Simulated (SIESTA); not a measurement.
TiO2 (Anatase):

```
CELL_PARAMETERS angstrom
-1.89210 1.89210 4.75730
1.89210 -1.89210 4.75730
1.89210 1.89210 -4.75730
ATOMIC_POSITIONS crystal
Ti 0.75000 0.25000 0.50000
Ti 0.00000 0.00000 0.00000
O 0.79190 0.79190 0.00000
O 0.54190 0.04190 0.50000
O 0.95810 0.45810 0.50000
O 0.20810 0.20810 0.00000
```

Base run:

```yaml
Program: SIESTA 5.4.2
Functional: LDA
Potentials_or_basis: PseudoDojo 0.4 standard (LDA files)
Basis: DZP (energy shift 0.002 Ry)
Grid_cutoff: 800 Ry
Energy_shift: 0.002 Ry
k_mesh: 7 × 7 × 7
Occupations: fermi-dirac, width 0.05 eV
Spin: no spin polarisation
```

Its results: band gap on the k mesh 1.86 eV, indirect (least direct gap 2.20 eV); pressure -3.2 GPa; largest force 0.028 eV/Å.

The run is repeated on the same cell with these changes: functional from LDA to BLYP; potentials or basis from PseudoDojo 0.4 standard (LDA files) to PseudoDojo 0.4 standard (PBE files). What comes out?

Band gap on the k mesh 1.95 eV, indirect (least direct gap 2.29 eV); pressure 14.1 GPa; largest force 0.305 eV/Å.

Caveats: semicore shells carry a single zeta, which can move pressures by several GPa and volumes by a few percent; the basis of atomic orbitals isn't converged, which shifts pressures, moduli and gaps; the potentials were made for another functional, which shifts forces and pressure (some runs).
